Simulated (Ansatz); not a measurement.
Trial inputs on S

The reference input for Ansatz (plane-wave DFT with PAW):

```yaml
crystal:
  lattice:
    - [5.67805379, 0.0, 0.0]
    - [0.0, 5.67805379, 0.0]
    - [0.0, 0.0, 2.94961558]
  atoms:
    - { symbol: S, position: [0.88339138, 0.88339138, 0.5] }
    - { symbol: S, position: [0.11660862, 0.11660862, 0.5] }
    - { symbol: S, position: [0.38339138, 0.61660862, 0.0] }
    - { symbol: S, position: [0.61660862, 0.38339138, 0.0] }
basis:
  ecutwfc: 420
kpoints:
  mp_grid: { grid: [4, 4, 6] }
hamiltonian:
  xc: pbe
scf:
  occupations: { method: gaussian, width: 0.1 }
output:
  forces: true
  stress: true
  eigenvalues: true
```

Command:

```bash
ansatz run input.yaml --threads 1 --pin off --max-ram 1331MiB --backend cpu --events-out ev --progress --plain --runs-dir out
```

The run converges in 7 SCF iterations on 24 irreducible k-points: pressure 2.40 GPa, largest force 0.841 eV/Å, no gap.

The inputs are trials, many of them unsound on purpose. Their numbers show the effect of the settings and aren't properties of the material. Each trial's input is given as a difference from the reference's; energies are extrapolated to zero smearing where there is one, and pressure is positive in compression.

Trial 1:

```diff
 basis:
-  ecutwfc: 420
+  xc_grid: 4
 kpoints:
-  mp_grid: { grid: [4, 4, 6] }
+  mp_grid: { kspacing: 0.77 }
 hamiltonian:
-  xc: pbe
+  xc: lda
+  pseudopotentials: { kind: paw, source: ansatz }
 scf:
-  occupations: { method: gaussian, width: 0.1 }
+  occupations: { method: fermi_dirac, width: 0.05 }
+  convergence: { dr2_threshold: "1e-5 eV" }
```

The run converges in 6 SCF iterations on 6 irreducible k-points: at 510 eV, the cutoff that these potentials take when none is typed, pressure -0.40 GPa, largest force 0.578 eV/Å, no gap. It warns that the SCF threshold is loose for the forces; that the SCF threshold is loose for the stress.

Trial 2:

```diff
 basis:
+  ecutrho_ratio: 5
 kpoints:
-  mp_grid: { grid: [4, 4, 6] }
+  mp_grid: { grid: [3, 1, 3] }
 hamiltonian:
+  dispersion: d3bj
 scf:
-  occupations: { method: gaussian, width: 0.1 }
+  occupations: { method: methfessel_paxton }
+  mixing: { beta: 0.46, ndim: 3 }
+  initial_density: { chi_scale: 0, normalization: atom }
+  max_iter: 76
```

The run converges in 7 SCF iterations on 4 irreducible k-points: pressure 0.57 GPa, largest force 0.896 eV/Å, no gap. It warns that the mesh lowers the symmetry.

Trial 3 (origin moved):

```diff
 crystal:
   atoms:
-    - { symbol: S, position: [0.88339138, 0.88339138, 0.5] }
-    - { symbol: S, position: [0.11660862, 0.11660862, 0.5] }
-    - { symbol: S, position: [0.38339138, 0.61660862, 0.0] }
-    - { symbol: S, position: [0.61660862, 0.38339138, 0.0] }
+    - { symbol: S, position: [1.15039138, 1.20739138, 0.553] }
+    - { symbol: S, position: [0.38360862, 0.44060862, 0.553] }
+    - { symbol: S, position: [0.65039138, 0.94060862, 0.053] }
+    - { symbol: S, position: [0.88360862, 0.70739138, 0.053] }
 kpoints:
-  mp_grid: { grid: [4, 4, 6] }
+  mp_grid: { grid: [2, 2, 4] }
 hamiltonian:
-  xc: pbe
+  xc: lda
 scf:
+  mixing:
+    algorithm: msr1
+    beta: 0.051
+    ndim: 12
+    preconditioner: local_kerker
+  max_iter: 97
 output:
+  efg: {}
```

The run converges in 9 SCF iterations on 9 irreducible k-points: pressure 0.43 GPa, largest force 0.563 eV/Å, no gap.

Trial 4 (volume scaled):

```diff
 crystal:
   lattice:
-    - [5.67805379, 0.0, 0.0]
-    - [0.0, 5.67805379, 0.0]
-    - [0.0, 0.0, 2.94961558]
+    - [5.5798377819, 0.0, 0.0]
+    - [0.0, 5.5798377819, 0.0]
+    - [0.0, 0.0, 2.8985946706]
 basis:
-  ecutwfc: 420
+  ecutwfc: "8 Ha"
 kpoints:
-  mp_grid: { grid: [4, 4, 6] }
+  mp_grid: { kspacing: 1.2 }
 hamiltonian:
-  xc: pbe
+  xc: r2scan
 scf:
+  n_extra_bands: 20
+  mixing: { algorithm: msr1, beta: 0.66 }
+  max_iter: 40
```

The run converges in 6 SCF iterations on 2 irreducible k-points: pressure 4.27 GPa (unreliable at so low a cutoff), largest force 1.635 eV/Å (unreliable too), no gap. It warns that the cutoff lies under the recommended one, 500 eV for these potentials.

Trial 5:

```diff
 basis:
-  ecutwfc: 420
+  ecutwfc: "49 Ry"
+  ecutrho_ratio: 6
 kpoints:
-  mp_grid: { grid: [4, 4, 6] }
+  mp_grid: { kspacing: 0.81 }
 hamiltonian:
+  pseudopotentials: { kind: paw, source: ansatz }
 scf:
-  occupations: { method: gaussian, width: 0.1 }
+  occupations: { method: gaussian, width: 0.033 }
+  n_extra_bands: 3
```

The run converges in 8 SCF iterations on 6 irreducible k-points: pressure 3.81 GPa, largest force 0.746 eV/Å, no gap.

Trial 6:

```diff
 basis:
-  ecutwfc: 420
+  ecutwfc: 520
 kpoints:
-  mp_grid: { grid: [4, 4, 6] }
+  mp_grid: { grid: [1, 1, 2] }
 hamiltonian:
-  xc: pbe
+  xc: pw92
+  hubbard: { sites: [{ species: S, l: p, u_eff: 1.0 }] }
 scf:
-  occupations: { method: gaussian, width: 0.1 }
+  occupations: { method: cold, width: "0.02 Ry" }
+magnetization:
+  spin_polarized: true
```

The run converges in 9 SCF iterations on 2 irreducible k-points: pressure -2.28 GPa, largest force 0.501 eV/Å, no gap, cell moment 0.97 μB (the reference has none, and so few k-points can make one). It warns that the count of filled bands differs between k-points; that no starting moments were given; that the state wasn't tested for a lower one. Under a U the state reached may not be the lowest.